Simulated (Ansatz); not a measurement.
KI: equation of state with PBE

The system is KI.

```
CELL_PARAMETERS angstrom
0.00000 3.53277 3.53277
3.53277 0.00000 3.53277
3.53277 3.53277 0.00000
ATOMIC_POSITIONS crystal
I 0.50000 0.50000 0.50000
K 0.00000 0.00000 0.00000
```

- Program: Ansatz 0.2.0
- Task: equation of state
- Functional: PBE
- Potentials or basis: Ansatz PAW
- Cutoff: 420 eV
- Density cutoff: 1680 eV
- k mesh: 7 × 7 × 7
- Occupations: fermi-dirac, width 0.05 eV
- Spin: no spin polarisation

The equilibrium volume is 46.31 Å³/atom. The bulk modulus is 10.6 GPa and the pressure derivative of the bulk modulus is 4.8.

Energy against volume, from the lowest point:
```tsv
volume (Å³/atom)	energy (meV/atom)
41.445	20.83
42.327	13.36
43.209	7.74
44.091	3.75
44.973	1.23
45.854	0.03
46.736	0.00
```

All runs of the series together: 6.9 s on 2 threads of Arm Neoverse V2, with other jobs on the host.

The run has no spin-orbit coupling, so splittings on I are missing. PBE usually gives volumes a little too large and moduli too small.
